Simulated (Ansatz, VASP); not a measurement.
## Two plane-wave programs on Ir

```xyz
1
Lattice="0.0000 1.9228 1.9228 1.9228 0.0000 1.9228 1.9228 1.9228 0.0000" Properties=species:S:1:pos:R:3 pbc="T T T"
Ir    0.0000    0.0000    0.0000
```

Alike in both runs: task single point; functional r2SCAN; k mesh 7 × 7 × 7; occupations fermi-dirac, width 0.1 eV; no spin polarisation.

```csv
,VASP,Ansatz
version,VASP 6.6.1,Ansatz 0.2.0
potentials or method,"VASP PAW PBE potentials, release 64 (Ir)","plane waves (500 eV) with PAW, scalar-relativistic"
plane-wave cutoff (eV),520,500
valence electrons in the cell,9,17
```

VASP gave:

```
pressure (GPa) : 0.9
```

Q: Estimate Ansatz's values.

A: Pressure (GPa): -1.6.

With one functional, cell and mesh, what is left measures potentials, basis and numerics. The two sets of potentials don't hold the same shells in valence.

Caveats: the k mesh is coarse (spacing up to 0.40 Å⁻¹), so the values aren't converged; the PAW data sets were made with another functional, which shifts forces and pressure a little (VASP). The runs have no spin-orbit coupling, so splittings on Ir are missing.
